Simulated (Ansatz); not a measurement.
Input:

GeO$_{2}$:
```
CELL_PARAMETERS angstrom
      4.48802     0.00000     0.00000
      0.00000     4.48802     0.00000
      0.00000     0.00000     2.90546
ATOMIC_POSITIONS crystal
  Ge 0.50000 0.50000 0.50000
  Ge 0.00000 0.00000 0.00000
  O  0.69287 0.69287 0.00000
  O  0.30713 0.30713 0.00000
  O  0.80713 0.19287 0.50000
  O  0.19287 0.80713 0.50000
```

This is the PBE-relaxed structure.

All from the program Ansatz at the PBE level (PAW), unless another level is named. Predict the gap with spin–orbit coupling.

1.22 eV.

What about the electron effective mass?

0.19, 0.22, 0.22 mₑ (principal values).

Next, the hole effective mass with spin–orbit coupling?

1.2, 1.2, 1.9 mₑ (principal values).

And the weight of the conduction-edge state by species (Voronoi cells)?

Ge 52 %, O 48 %.

What about the weight of the valence-edge state by species (Voronoi cells)?

O 99 %.

Space group P4_2/mnm (rutile). Symmetry was held in the PBE relaxation. Spin–orbit coupling is left out wherever it is not named.

Potentials: the earlier of the program's two PAW sets.
